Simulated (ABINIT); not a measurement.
Here is an ABINIT 10.8.3 (patched build) calculation.

File run.abi:

```
# Datasets: one volume each
ndtset 7
scalecart1 3*0.9795861087
scalecart2 3*0.9864848297
scalecart3 3*0.9932883884
scalecart4 3*1.0000000000
scalecart5 3*1.0066227096
scalecart6 3*1.0131594038
scalecart7 3*1.0196128224

# Pseudopotentials
pp_dirpath "./"
pseudos "F.upf, Li.upf"

# Structure
acell 2.8482261146 2.8482261146 2.8482261146 Angstrom
rprim
     0.0000000000     0.7071067812     0.7071067812
     0.7071067812     0.0000000000     0.7071067812
     0.7071067812     0.7071067812     0.0000000000
ntypat 2
znucl 9 3
natom 2
typat 1 2
xred
     0.5000000000     0.5000000000     0.5000000000
     0.0000000000     0.0000000000     0.0000000000

# Plane-wave basis
ecut 42.0

# k points
kptopt 1
ngkpt 11 11 11
nshiftk 1
shiftk 0.0 0.0 0.0

# Exchange and correlation
ixc -116133

# Bands and occupations
nband 9
occopt 3
tsmear 0.05 eV

# SCF cycle
nstep 100
tolvrs 1.0e-10

# Output
iomode 3
prtwf 0
prtden 0
prteig 0
prtebands 0
enunit 2
```

Potentials or basis: PseudoDojo NC SR PBEsol v0.4.1 standard.

Launch:

```console
$ mpirun --bind-to none -np 4 abinit run.abi > log 2>&1
```

(1) What does it give for the bulk modulus?

(2) Estimate the pressure derivative of the bulk modulus.

(3) What does it give for the equilibrium volume?

## Answers

(1) 73 GPa.

(2) 4.2.

(3) 8.01 Å³/atom.

Caveat: pressures at fixed basis lie under the slope of the energies.
